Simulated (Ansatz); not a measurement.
Reaction (cleavage of the Si–Si bond): `B[SiH](N)[SiH2]F` + `CC(=O)O` → `CC(=O)O[SiH2]F` + `B[SiH2]N`

Computed with Ansatz on PBE0-D4/def2-TZVP structures; ΔE is electronic, products minus reactants. CBS: MP2 limit from def2 TZ/QZ plus the TZ coupled-cluster correction, frozen cores. DFT in def2-TZVPP. Each species was taken in one conformer, which may not be the lowest.

```tsv
level	ΔE (kcal/mol)
ωB97M-V	-25.2
CCSD(T)/def2-TZVPP	-25.4
```

Question: What does CCSD(T)/CBS give? (Best estimate.)

Answer: Computed: -25.1 kcal/mol. The listed levels differ from it by -0.1, -0.3 kcal/mol.

Largest T1 diagnostic among the species: 0.015.

From PBE to PBE0 (25 % exact exchange), in def2-TZVPP and without D4, ΔE moves by −2.4 kcal/mol. In def2-TZVPP, CCSD(T) changes the Hartree–Fock value by +4.2 kcal/mol (the triples alone add +0.5 kcal/mol) and MP2 by +2.6 kcal/mol.

CCSD(T)/CBS has its own doubt, a few kJ/mol and more with outer-core shells, so smaller differences from it don't rank the levels.
